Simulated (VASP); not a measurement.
A run of VASP 6.6.1:

The input INCAR:

```
ALGO = Normal ; EDIFF = 1E-7
EDIFFG = -0.005 ; ENCUT = 600
GGA = CA ; IBRION = 2
ISIF = 3 ; ISMEAR = 0
LASPH = True ; LCHARG = False
LREAL = False ; LWAVE = False
NELM = 80 ; NSW = 90
PREC = Accurate ; SIGMA = 0.02
```

Contents of KPOINTS:

```
k-points
0
Gamma
  9 9 9
```

POSCAR

```
AlH3
1.0
    2.2037023700      1.2723081500      3.9035311400
   -2.2037023700      1.2723081500      3.9035311400
    0.0000000000     -2.5446163100      3.9035311400
Al H
2 6
Direct
    0.5000000000      0.5000000000      0.5000000000
    0.0000000000      0.0000000000      0.0000000000
    0.3826197700      0.7500000000      0.1173802300
    0.7500000000      0.1173802300      0.3826197700
    0.8826197700      0.6173802300      0.2500000000
    0.2500000000      0.8826197700      0.6173802300
    0.6173802300      0.2500000000      0.8826197700
    0.1173802300      0.3826197700      0.7500000000
```

Potentials or basis: VASP PAW LDA potentials, release 64 (Al, H).

Command:

```console
$ cat potpaw_LDA.64/Al/POTCAR potpaw_LDA.64/H/POTCAR > POTCAR
$ mpirun -np 1 vasp_std > vasp.out
```

Hardware: 1 thread of Intel(R) Xeon(R) 6975P-C (Granite Rapids) (shared host).

Problem. Estimate the wall time of this run.

Solution. Wall time 6.3 min on 1 thread of Intel(R) Xeon(R) 6975P-C (Granite Rapids), with other jobs on the host, peak memory 0.23 GiB. Counts: scf iterations 85, k points 85, ion steps 16.
